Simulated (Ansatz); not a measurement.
K2S (Fm-3m) from a database of computed structures, relaxed with r2SCAN: space group Fm-3m (No. 225), cubic; a = 7.405 Å in the conventional setting, 33.84 Å³ an atom. Around K lie 4 S at 3.21 Å; around S lie 8 K at 3.21 Å. One-shot G0W0@PBE in the PAW code Ansatz on a 4×4×4 mesh (contour deformation, no spin-orbit coupling), from a PBE gap of 2.381 eV over the mesh points (the G0W0 gap is indirect on the mesh); the number N of bands summed and the screening cutoff rise together. The values are computed, spin-unpolarised, and not measurements.

```
  N  cutoff (eV)  1000/N  G0W0 gap (eV)
315          120   3.175          3.891
764          220   1.309          3.983
```

**Lay a straight line in 1000/N through these rows.** The slope is -0.0493 eV per unit of 1000/N and the intercept 4.048 eV.

**Predict the gap at N = 1394 (300 eV).** 4.048 + (-0.0493) × 0.717 = 4.013 eV; the run gives 4.006 eV, -0.007 eV from the line.

**With that run's result added, what limit do the last two rows suggest?** Their slope is (4.006 − 3.983)/(0.717 − 1.309) = -0.0389, which meets 1/N = 0 at 4.03 eV, against 4.048 eV from the first line. The slope flattens, so the first line overshoots; the k mesh isn't extrapolated.
